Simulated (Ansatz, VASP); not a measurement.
## CoO: VASP beside Ansatz

```
Co O
1.0
     3.01440    0.00000    0.00000
     1.50720    2.61054    0.00000
     1.50720    0.87018    2.46124
Co O
1 1
Direct
  0.00000 0.00000 0.00000
  0.50000 0.50000 0.50000
```

Alike in both runs: task single point; functional PBE; k mesh 11 × 11 × 11; occupations gaussian, width 0.02 eV; collinear spin.

|  | VASP | Ansatz |
| --- | --- | --- |
| version | VASP 6.6.1 | Ansatz 0.2.0 |
| potentials or method | VASP PAW PBE potentials, release 64 (Co, O), cutoff 520 eV | all-electron LAPW, scalar-relativistic |

Ansatz gave:

| Item | Value |
| --- | --- |
| gap on the k mesh at the Fermi level (eV) | none |
| pressure (GPa) | -1.7 |
| net moment per atom (μB) | 1.49 |
| size of the moment on the site where the two differ most (μB) | 2.63 |

Problem. What did VASP give for the same quantities?

Solution. gap on the k mesh at the Fermi level (eV): none; pressure (GPa): -2.4; net moment per atom (μB): 1.46; size of the moment on the site where the two differ most (μB): 2.57.

Site moments also hang on the region over which each program counts them. A gap of «none» marks a metal or a gap that the smearing closes. Ansatz ran all-electron here, so the differences hold the error of VASP's frozen core and of both bases.

Caveats: a cell with one magnetic atom can't hold antiferromagnetic order, which such compounds often take; semilocal functionals often make such compounds metallic where correlation or magnetic order opens a gap, which also shifts bond lengths.
